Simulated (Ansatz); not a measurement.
A distorted cell of BeO (wurtzite):

```xyz
4
Lattice="2.7118 0.0000 0.0000 -1.3559 2.3485 0.0000 0.0000 0.0000 4.4046" Properties=species:S:1:pos:R:3 pbc="T T T"
Be     1.3559     0.7828     0.0066
Be     0.0000     1.5657     2.2088
O      1.3559     1.1611     2.8772
O      0.0000     1.5657     0.5449
```

Level of theory: PBE (plane waves to 420 eV, PAW, scalar-relativistic; Ansatz, a quantum-chemistry and plane-wave program). k mesh 11×11×6 (Γ-centred), Fermi-Dirac smearing 0.05 eV. The energy includes the smearing's −TS. Stress and pressure are positive under compression. BeO was relaxed with its symmetry unable to fall.

Predict the force on every atom, in eV/Å.


```csv
atom,Fx,Fy,Fz
Be1,0.000,0.516,0.455
Be2,0.000,0.776,-0.192
O3,0.000,-1.488,-1.640
O4,0.000,0.196,1.377
```

Give the stress tensor in GPa and the pressure.


```
   10.1      0.0      0.0
    0.0      1.5      1.0
    0.0      1.0      7.6
```
The pressure, a third of the trace, is 6.4 GPa.

In it atom 3 sits (0.000, 0.378, 0.130) Å away from its relaxed site. What is its energy relative to the relaxed cell?

547 meV/cell.

(A displaced cell: forces are minus the slopes of the energy, force constants its curvatures, and phonons follow from these.)
